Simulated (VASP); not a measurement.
# NiO (Fm-3m) in VASP: equation of state

How stiff is NiO in PBE, and what volume does it want? The cell is scaled to several volumes.

Everything below comes from runs of VASP 6.6.1. Logs are shortened: lines on timing, memory, paths and dates and some standing lists are left out, and cuts for length are marked.

## (1) The structure

Symmetry: Fm-3m, No. 225, cubic system. The conventional cell has a = 4.183 Å, b = 4.183 Å, c = 4.183 Å, α = 90.00°, β = 90.00°, γ = 90.00°. Ni (site symmetry m-3m) has 6 O at 2.09 Å as nearest neighbours. Around O (site symmetry m-3m) lie 6 Ni at 2.09 Å.

## (2) Equation of state, PBE, collinear spin, ferromagnetic start, 8.60 Å³/atom (volume scaled by 0.94)

The input, INCAR:

```
PREC = Accurate
ENCUT = 520
EDIFF = 1E-7
ISMEAR = -1
SIGMA = 0.05
LREAL = False
LASPH = True
NELM = 150
ALGO = Normal
ISIF = 2
LWAVE = False
LCHARG = False
ISPIN = 2
MAGMOM = 1 0
LORBIT = 11
LMAXMIX = 4
GGA = PE
NBANDS = 19
```

The input, KPOINTS:

```
regular mesh
0
Gamma
  11 11 11
```

The input, POSCAR:

```
NiO
1.0
    0.0000000000      2.0486177450      2.0486177450
    2.0486177450      0.0000000000      2.0486177450
    2.0486177450      2.0486177450      0.0000000000
Ni O
1 1
Direct
    0.0000000000      0.0000000000      0.0000000000
    0.5000000000      0.5000000000      0.5000000000
```

Potentials or basis: VASP PAW PBE potentials, release 64 (Ni, O).

Started as:

```sh
$ cat potpaw_PBE.64/Ni/POTCAR potpaw_PBE.64/O/POTCAR > POTCAR
$ mpirun -np 1 vasp_std > vasp.out
```

OUTCAR:

```text
PREC = Accurate
   ENCUT = 520
   EDIFF = 1E-7
   ISMEAR = -1
   LREAL = False
   LASPH = True
   NELM = 150
   ISIF = 2
   ISPIN = 2
   LORBIT = 11
   GGA = PE

 Found     56 irreducible k-points:

 Following reciprocal coordinates:
            Coordinates               Weight
  0.000000  0.000000  0.000000      1.000000
  0.090909  0.000000  0.000000      8.000000
  0.181818  0.000000  0.000000      8.000000
  0.272727  0.000000  0.000000      8.000000
  0.363636  0.000000  0.000000      8.000000
  0.454545  0.000000  0.000000      8.000000
   k-points           NKPTS =     56   k-points in BZ     NKDIM =     56   number of bands    NBANDS=     19
   number of dos      NEDOS =    301   number of ions     NIONS =      2
   total plane-waves  NPLWV =  13824
   dimension x,y,z NGX =    24 NGY =   24 NGZ =   24
   dimension x,y,z NGXF=    48 NGYF=   48 NGZF=   48
   ions per type =               1   1
   NGX,Y,Z   is equivalent  to a cutoff of  13.77, 13.77, 13.77 a.u.
   NGXF,Y,Z  is equivalent  to a cutoff of  27.54, 27.54, 27.54 a.u.
 SYSTEM =  unknown system
   PREC   = accura    normal or accurate (medium, high low for compatibility)
   ISTART =      0    job   : 0-new  1-cont  2-samecut
   ICHARG =      2    charge: 1-file 2-atom 10-const
   ISPIN  =      2    spin polarized calculation?
   LNONCOLLINEAR =      F non collinear calculations
   LSORBIT =      F    spin-orbit coupling
   LASPH  =      T    aspherical Exc in radial PAW
   ENCUT  =  520.0 eV  38.22 Ry    6.18 a.u.   5.39  5.39  5.39*2*pi/ulx,y,z
   NELM   =    150;   NELMIN=  2; NELMDL= -5     # of ELM steps
   EDIFF  = 0.1E-06   stopping-criterion for ELM
   LREAL  =      F    real-space projection
   EDIFFG = 0.1E-05   stopping-criterion for IOM
   NSW    =      0    number of steps for IOM
   IBRION =     -1    ionic relax: 0-MD 1-quasi-New 2-CG
   NFREE  =      0    steps in history (QN), initial steepest desc. (CG)
   ISIF   =      2    stress and relaxation
   ISYM   =      2    0-nonsym 1-usesym 2-fastsym
   POTIM  = 0.5000    time-step for ionic-motion
   TEBEG  =    0.0;   TEEND  =   0.0 temperature during run
   PSTRESS=    0.0 pullay stress
   NELECT =      16.0000    total number of electrons
   NUPDOWN=      -1.0000    fix difference up-down
   EMIN   =  10.00;   EMAX   =-10.00  energy-range for DOS
   EFERMI =   0.00;   METHOD = LEGACY
   ISMEAR =    -1;   SIGMA  =   0.05  broadening in eV -4-tet -1-fermi 0-gaus
   EFERMI_NEDOS =   21; number of points for ismear=-14 and -15
   IALGO  =     38    algorithm
   IMIX   =      4    mixing-type and parameters
     AMIX     =   0.40;   BMIX     =  1.00
     AMIX_MAG =   1.60;   BMIX_MAG =  1.00
  volume/ion in A,a.u.               =       8.60        58.02
  Fermi-wavevector in a.u.,A,eV,Ry     =   1.598247  3.020249 34.754633  2.554393
  Thomas-Fermi vector in A             =   2.695727
   LORBIT       =     11    0 simple, 1 ext, 2 COOP (PROOUT), +10 PAW based schemes
   GGA     = PE    functional components
   LHFCALC =     F    Hartree Fock is set to
   AEXX    =    0.0000 exact exchange contribution
   IVDW    =     0    specifies the selected vdW correction
   LEPSILON=     F    determine dielectric tensor
   LRPA    =     F    only Hartree local field effects (RPA)
 spin polarized calculation
  energy-cutoff  :      520.00
  volume of cell :       17.20
 maximum number of plane-waves:       483
 NGX is ok and might be reduce to    24
   NGX = 11   NGY = 11   NGZ = 11

 number of electron      15.9999991 magnetization       1.4822915

 Free energy of the ion-electron system (eV)
  ---------------------------------------------------
  ext. energy  EPLUGINS =         0.00000000
  ---------------------------------------------------
  free energy    TOTEN  =       -11.41038134 eV

  energy without entropy =      -11.39832344  energy(sigma->0) =      -11.40435239

 E-fermi :   8.8610     XC(G=0): -13.0219

 val. band max:        8.8582991525   @ k =  -0.2727   0.2727   0.0909
 cond. band min:       8.8635526412   @ k =  -0.1818   0.1818   0.0000
 fundamental gap:      0.0052534887
 Fermi energy:         8.8609972186

 spin component 1

 k-point     1 :       0.0000    0.0000    0.0000
  band No.  band energies     occupation
      1     -12.2039      1.00000
      2       5.4798      1.00000
      3       5.4798      1.00000
      4       5.4798      1.00000
      5       5.7812      1.00000
      6       5.7813      1.00000
[... 11 lines left out ...]
     18      35.4732      0.00000
     19      35.4733      0.00000

 k-point     2 :       0.0909    0.0000    0.0000
  band No.  band energies     occupation
      1     -12.1008      1.00000
      2       4.6579      1.00000
      3       4.7147      1.00000
      4       4.7147      1.00000
      5       6.1202      1.00000
      6       6.1202      1.00000
[... 11 lines left out ...]
     18      37.0129      0.00000
[... 16 lines left out ...]
      1     -11.3980      1.00000
      2       1.8517      1.00000
      3       3.2562      1.00000
      4       3.2562      1.00000
      5       6.5348      1.00000
      6       6.5349      1.00000
[... 11 lines left out ...]
     18      41.1154      0.00000
     19      41.1154      0.00000

 k-point     5 :       0.3636    0.0000    0.0000
  band No.  band energies     occupation
      1     -10.9756      1.00000
      2       0.7135      1.00000
      3       2.7979      1.00000
      4       2.7979      1.00000
      5       6.7591      1.00000
      6       6.7591      1.00000
[... 11 lines left out ...]
     18      40.3089      0.00000
     19      40.3089      0.00000

 k-point     6 :       0.4545    0.0000    0.0000
  band No.  band energies     occupation
      1     -10.6994      1.00000
      2       0.0670      1.00000
      3       2.5622      1.00000
      4       2.5622      1.00000
      5       6.8964      1.00000
      6       6.8965      1.00000
[... 11 lines left out ...]
     18      38.6058      0.00000
     19      38.6058      0.00000

 [... further k-points ...]

 spin component 2

 k-point     1 :       0.0000    0.0000    0.0000
  band No.  band energies     occupation
      1     -11.8552      1.00000
      2       5.8880      1.00000
      3       5.8880      1.00000
      4       5.8880      1.00000
      5       6.7993      1.00000
      6       6.7994      1.00000
[... 11 lines left out ...]
     18      36.0034      0.00000
     19      36.0036      0.00000

 k-point     2 :       0.0909    0.0000    0.0000
  band No.  band energies     occupation
      1     -11.7499      1.00000
      2       5.0770      1.00000
      3       5.4751      1.00000
      4       5.4751      1.00000
      5       6.9232      1.00000
      6       6.9233      1.00000
[... 11 lines left out ...]
     18      37.5227      0.00000
     19      37.5228      0.00000

 k-point     3 :       0.1818    0.0000    0.0000
  band No.  band energies     occupation
      1     -11.4539      1.00000
      2       3.6427      1.00000
      3       4.7757      1.00000
      4       4.7757      1.00000
      5       7.1352      1.00000
      6       7.1353      1.00000
[... 11 lines left out ...]
     18      40.0713      0.00000
     19      40.0714      0.00000

 k-point     4 :       0.2727    0.0000    0.0000
  band No.  band energies     occupation
      1     -11.0308      1.00000
      2       2.2011      1.00000
      3       4.1482      1.00000
      4       4.1483      1.00000
      5       7.3864      1.00000
      6       7.3865      1.00000
[... 11 lines left out ...]
     18      41.5835      0.00000
     19      41.5836      0.00000

 k-point     5 :       0.3636    0.0000    0.0000
  band No.  band energies     occupation
      1     -10.5970      1.00000
      2       1.0363      1.00000
      3       3.6952      1.00000
      4       3.6953      1.00000
      5       7.6201      1.00000
      6       7.6202      1.00000
[... 11 lines left out ...]
     18      40.6569      0.00000
     19      40.6569      0.00000

 k-point     6 :       0.4545    0.0000    0.0000
  band No.  band energies     occupation
      1     -10.3124      1.00000
      2       0.3742      1.00000
      3       3.4596      1.00000
      4       3.4598      1.00000
      5       7.7624      1.00000
      6       7.7626      1.00000
[... 11 lines left out ...]
     18      38.8900      0.00000
     19      38.8900      0.00000

 [... further k-points ...]

------------------------ aborting loop because EDIFF is reached ----------------------------------------

  FORCE on cell =-STRESS in cart. coord.  units (eV):
  Direction    XX          YY          ZZ          XY          YZ          ZX
  --------------------------------------------------------------------------------------
  -------------------------------------------------------------------------------------
  Total        1.7582997      1.7582997      1.7582997      0.0000000     -0.0000000      0.0000000
  in kB      163.8289736    163.8289736    163.8289736      0.0000000     -0.0000000      0.0000000
  external PRESSURE =     163.8289736 kB  Pullay stress =       0.0000000 kB

 VOLUME and BASIS-vectors are now :
 -----------------------------------------------------------------------------
  energy-cutoff  :      520.00
  volume of cell :       17.20
      direct lattice vectors                 reciprocal lattice vectors
     0.000000000  2.048617745  2.048617745    -0.244067006  0.244067006  0.244067006
     2.048617745  0.000000000  2.048617745     0.244067006 -0.244067006  0.244067006
     2.048617745  2.048617745  0.000000000     0.244067006  0.244067006 -0.244067006

 POSITION                                       TOTAL-FORCE (eV/Angst)
 -----------------------------------------------------------------------------------
      0.00000      0.00000      0.00000        -0.000000     -0.000000      0.000000
      2.04862      2.04862      2.04862         0.000000      0.000000     -0.000000
 -----------------------------------------------------------------------------------
    total drift:                                0.000000     -0.000000     -0.000000

  FREE ENERGIE OF THE ION-ELECTRON SYSTEM (eV)
  ---------------------------------------------------
  free  energy   TOTEN  =       -11.4103813432 eV

  energy  without entropy=      -11.3983234401  energy(sigma->0) =      -11.40435239

 total charge

# of ion       s       p       d       tot
------------------------------------------
    1        0.350   0.449   8.314   9.113
    2        1.559   3.442   0.000   5.001
--------------------------------------------------
tot          1.910   3.891   8.314  14.114

 magnetization (x)

# of ion       s       p       d       tot
------------------------------------------
    1        0.012   0.015   1.209   1.235
    2        0.028   0.184   0.000   0.212
--------------------------------------------------
tot          0.039   0.200   1.209   1.447
```

Wall time 32 s (1 thread of Intel Xeon Platinum 8488C (Sapphire Rapids), shared host); peak memory 0.16 GiB.

Results:

* Free energy: -11.4104 eV
* Pressure: 16.4 GPa
* Band gap on the k mesh: none (metal or under the smearing width)
* Net moment: 1.48 μB per cell
* Site moments: Ni +1.24; O +0.21 μB
* Valence electrons inside the program's atomic spheres: Ni 9.11; O 5.00

Caveat: a cell with one magnetic atom can't hold antiferromagnetic order, which such compounds often take; semilocal functionals often make such compounds metallic where correlation or magnetic order opens a gap, which also shifts bond lengths.

## (3) Equation of state, PBE, collinear spin, ferromagnetic start, 8.78 Å³/atom (volume scaled by 0.96)

The input, INCAR:

```
ALGO = Normal
EDIFF = 1E-7
ENCUT = 520
GGA = PE
ISIF = 2
ISMEAR = -1
ISPIN = 2
LASPH = T
LCHARG = F
LMAXMIX = 4
LORBIT = 11
LREAL = F
LWAVE = F
MAGMOM = 1 0
NBANDS = 19
NELM = 100
PREC = Accurate
SIGMA = 0.05
```

The input, KPOINTS:

```
k-points
0
Gamma
  11 11 11
```

The input, POSCAR:

```
NiO
1.0
    0.0000000000      2.0630451059      2.0630451059
    2.0630451059      0.0000000000      2.0630451059
    2.0630451059      2.0630451059      0.0000000000
Ni O
1 1
Direct
    0.0000000000      0.0000000000      0.0000000000
    0.5000000000      0.5000000000      0.5000000000
```

Potentials or basis: VASP PAW PBE potentials, release 64 (Ni, O).

Started as:

```sh
$ cat potpaw_PBE.64/Ni/POTCAR potpaw_PBE.64/O/POTCAR > POTCAR
$ mpirun -np 1 vasp_std > vasp.out
```

Run time: 30 s. Hardware: 1 thread of Intel Xeon Platinum 8488C (Sapphire Rapids), shared host; peak memory 0.16 GiB.

Results (log left out):

```
Free energy                                           : -11.4427 eV
Pressure                                              : 11.6 GPa
Band gap on the k mesh                                : none (metal or under the smearing width)
Net moment                                            : 1.55 μB per cell
Site moments                                          : Ni +1.29; O +0.23 μB
Valence electrons inside the program's atomic spheres : Ni 9.07; O 4.99
```

Caveat: a cell with one magnetic atom can't hold antiferromagnetic order, which such compounds often take; semilocal functionals often make such compounds metallic where correlation or magnetic order opens a gap, which also shifts bond lengths.

## (4) Equation of state, PBE, collinear spin, ferromagnetic start, 8.96 Å³/atom (volume scaled by 0.98)

The input, INCAR:

```
SYSTEM = NiO
PREC = Accurate ; ENCUT = 520
EDIFF = 1E-7 ; ISMEAR = -1
SIGMA = 0.05 ; LREAL = .False.
LASPH = .True. ; NELM = 120
ALGO = Normal ; ISIF = 2
LWAVE = .False. ; LCHARG = .False.
ISPIN = 2 ; MAGMOM = 1 0
LORBIT = 11 ; LMAXMIX = 4
GGA = PE ; NBANDS = 19
```

The input, KPOINTS:

```
regular mesh
0
Gamma
  11 11 11
  0 0 0
```

The input, POSCAR:

```
NiO
1.0
    0.0000000000      2.0772734528      2.0772734528
    2.0772734528      0.0000000000      2.0772734528
    2.0772734528      2.0772734528      0.0000000000
Ni O
1 1
Direct
    0.0000000000      0.0000000000      0.0000000000
    0.5000000000      0.5000000000      0.5000000000
```

Started as:

```sh
$ cat potpaw_PBE.64/Ni/POTCAR potpaw_PBE.64/O/POTCAR > POTCAR
$ mpirun -np 1 vasp_std > vasp.out
```

Wall time 29 s (1 thread of Intel Xeon Platinum 8488C (Sapphire Rapids), shared host); peak memory 0.16 GiB.

It converged, with:

```yaml
Free_energy: -11.4647 eV
Pressure: 7.3 GPa
Band_gap_on_the_k_mesh: none (metal or under the smearing width)
Net_moment: 1.62 μB per cell
Site_moments: Ni +1.34; O +0.24 μB
Valence_electrons_inside_the_program's_atomic_spheres: Ni 9.02; O 4.98
```

Caveat: a cell with one magnetic atom can't hold antiferromagnetic order, which such compounds often take; semilocal functionals often make such compounds metallic where correlation or magnetic order opens a gap, which also shifts bond lengths.

## (5) Equation of state, PBE, collinear spin, ferromagnetic start, 9.33 Å³/atom (volume scaled by 1.02)

The input, INCAR:

```
PREC     = Accurate       # precision mode
ENCUT    = 520            # plane-wave cutoff, eV
EDIFF    = 1E-7           # SCF threshold, eV
ISMEAR   = -1             # smearing method
SIGMA    = 0.05           # smearing width, eV
LREAL    = F              # projectors in reciprocal space
LASPH    = T              # aspherical terms in the spheres
NELM     = 120            # most SCF steps
ALGO     = Normal         # electronic algorithm
ISIF     = 2              # what is computed and relaxed
LWAVE    = F              # write WAVECAR
LCHARG   = F              # write CHGCAR
ISPIN    = 2              # spin polarisation
MAGMOM   = 1 0            # initial moments
LORBIT   = 11             # projections on sites
LMAXMIX  = 4              # l up to which the mixer works
GGA      = PE             # functional
NBANDS   = 19             # bands
```

The input, KPOINTS:

```
regular mesh
0
Gamma
  11 11 11
```

The input, POSCAR:

```
NiO
1.0
    0.0000000000      2.1051596455      2.1051596455
    2.1051596455      0.0000000000      2.1051596455
    2.1051596455      2.1051596455      0.0000000000
Ni O
1 1
Direct
    0.0000000000      0.0000000000      0.0000000000
    0.5000000000      0.5000000000      0.5000000000
```

Started as:

```sh
$ cat potpaw_PBE.64/Ni/POTCAR potpaw_PBE.64/O/POTCAR > POTCAR
$ mpirun -np 1 vasp_std > vasp.out
```

Run time: 31 s. Hardware: 1 thread of Intel Xeon Platinum 8488C (Sapphire Rapids), shared host; peak memory 0.17 GiB.

It converged, with:

```yaml
Free_energy: -11.4829 eV
Pressure: 0.4 GPa
Band_gap_on_the_k_mesh: none (metal or under the smearing width)
Net_moment: 1.77 μB per cell
Site_moments: Ni +1.45; O +0.27 μB
Valence_electrons_inside_the_program's_atomic_spheres: Ni 8.94; O 4.97
```

Caveat: a cell with one magnetic atom can't hold antiferromagnetic order, which such compounds often take; semilocal functionals often make such compounds metallic where correlation or magnetic order opens a gap, which also shifts bond lengths.

## (6) Equation of state, PBE, collinear spin, ferromagnetic start, 9.51 Å³/atom (volume scaled by 1.04)

The input, INCAR:

```
SYSTEM = NiO
ALGO = Normal
EDIFF = 1E-7
ENCUT = 520
GGA = PE
ISIF = 2
ISMEAR = -1
ISPIN = 2
LASPH = .True.
LCHARG = .False.
LMAXMIX = 4
LORBIT = 11
LREAL = .False.
LWAVE = .False.
MAGMOM = 1 0
NBANDS = 19
NELM = 120
PREC = Accurate
SIGMA = 0.05
```

The input, KPOINTS:

```
k-points
0
Gamma
  11 11 11
  0 0 0
```

The input, POSCAR:

```
NiO
1.0
    0.0000000000      2.1188298964      2.1188298964
    2.1188298964      0.0000000000      2.1188298964
    2.1188298964      2.1188298964      0.0000000000
Ni O
1 1
Direct
    0.0000000000      0.0000000000      0.0000000000
    0.5000000000      0.5000000000      0.5000000000
```

Potentials or basis: VASP PAW PBE potentials, release 64 (Ni, O).

Started as:

```sh
$ cat potpaw_PBE.64/Ni/POTCAR potpaw_PBE.64/O/POTCAR > POTCAR
$ mpirun -np 1 vasp_std > vasp.out
```

It took 33 s on 1 thread of Intel Xeon Platinum 8488C (Sapphire Rapids), shared host; peak memory 0.16 GiB.

Results (log left out):

```yaml
Free_energy: -11.4806 eV
Pressure: -2.8 GPa
Band_gap_on_the_k_mesh: none (metal or under the smearing width)
Net_moment: 1.81 μB per cell
Site_moments: Ni +1.48; O +0.28 μB
Valence_electrons_inside_the_program's_atomic_spheres: Ni 8.91; O 4.96
```

Caveat: a cell with one magnetic atom can't hold antiferromagnetic order, which such compounds often take; semilocal functionals often make such compounds metallic where correlation or magnetic order opens a gap, which also shifts bond lengths.

## (7) Equation of state, PBE, collinear spin, ferromagnetic start, 9.70 Å³/atom (volume scaled by 1.06)

The input, INCAR:

```
SYSTEM = NiO
ALGO = Normal ; EDIFF = 1E-7
ENCUT = 520 ; GGA = PE
ISIF = 2 ; ISMEAR = -1
ISPIN = 2 ; LASPH = .True.
LCHARG = .False. ; LMAXMIX = 4
LORBIT = 11 ; LREAL = .False.
LWAVE = .False. ; MAGMOM = 1 0
NBANDS = 19 ; NELM = 120
PREC = Accurate ; SIGMA = 0.05
```

KPOINTS is that of step 6.

The input, POSCAR:

```
NiO
1.0
    0.0000000000      2.1323259920      2.1323259920
    2.1323259920      0.0000000000      2.1323259920
    2.1323259920      2.1323259920      0.0000000000
Ni O
1 1
Direct
    0.0000000000      0.0000000000      0.0000000000
    0.5000000000      0.5000000000      0.5000000000
```

Started as:

```sh
$ cat potpaw_PBE.64/Ni/POTCAR potpaw_PBE.64/O/POTCAR > POTCAR
$ mpirun -np 1 vasp_std > vasp.out
```

Wall time 34 s (1 thread of Intel Xeon Platinum 8488C (Sapphire Rapids), shared host); peak memory 0.16 GiB.

Results (log left out):

| Item | Value |
| --- | --- |
| Free energy | -11.4713 eV |
| Pressure | -5.7 GPa |
| Band gap on the k mesh | none (metal or under the smearing width) |
| Net moment | 1.84 μB per cell |
| Site moments | Ni +1.51; O +0.29 μB |
| Valence electrons inside the program's atomic spheres | Ni 8.87; O 4.95 |

Caveat: a cell with one magnetic atom can't hold antiferromagnetic order, which such compounds often take; semilocal functionals often make such compounds metallic where correlation or magnetic order opens a gap, which also shifts bond lengths.

## (8) Equation of state, PBE, collinear spin, ferromagnetic start

Potentials or basis: VASP PAW PBE potentials, release 64 (Ni, O).

No new run: the results of the series are fitted here.

What came out:

* Equilibrium volume: 9.36 Å³/atom
* Bulk modulus: 163 GPa
* Pressure derivative of the bulk modulus: 3.9 (rough: it moves with the points fitted)

Energy against volume, from the lowest point:
```tsv
volume (Å³/atom)	energy (meV/atom)
8.598	36.28
8.781	20.13
8.964	9.14
9.146	2.59
9.329	0.00
9.512	1.15
9.695	5.79
```

PBE usually gives volumes a little too large and moduli too small. Zero-point motion and thermal expansion aren't in these numbers.
